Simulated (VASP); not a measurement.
Crystal: Ga.

```
CELL_PARAMETERS angstrom
-1.65180 1.65180 1.65180
1.65180 -1.65180 1.65180
1.65180 1.65180 -1.65180
ATOMIC_POSITIONS crystal
Ga 0.00000 0.00000 0.00000
```

The cell was built by a generator and needn't be a form met in nature.

| Quantity | Value |
| --- | --- |
| Program | VASP 6.6.1 |
| Task | relaxation of cell and atoms |
| Functional | PBE |
| Potentials or basis | VASP PAW PBE potentials, release 64 (Ga_d) |
| Cutoff | 600 eV |
| k mesh | 16 × 16 × 16 |
| Occupations | methfessel-paxton, width 0.1 eV |
| Spin | no spin polarisation |

At the start: pressure 3.6 GPa; volume 18.03 Å³/atom.

Problem. How do energy, volume and symmetry change on relaxing?

Solution. Over 5 steps the energy falls by 13.1 meV/atom and the volume is 19.24 Å³/atom (+6.7 %); space group Im-3m (No. 229, to 0.05 Å).

The path:
| step | energy change (eV) | largest force (eV/Å) | pressure (GPa) | volume (Å³) |
| --- | --- | --- | --- | --- |
| 1 | 0.0000 | 0.0000 | 3.61 | 18.03 |
| 2 | -0.0130 | 0.0000 | 0.41 | 19.11 |
| 3 | -0.0131 | 0.0000 | -0.28 | 19.28 |
| 4 | -0.0131 | 0.0000 | 0.20 | 19.21 |
| 5 | -0.0131 | 0.0000 | 0.01 | 19.24 |

Final structure:
```yaml
crystal:
  lattice:
    - [-1.68809, 1.68809, 1.68809]
    - [1.68809, -1.68809, 1.68809]
    - [1.68809, 1.68809, -1.68809]
  atoms:
    - { symbol: Ga, position: [0.00000, 0.00000, 0.00000] }
```
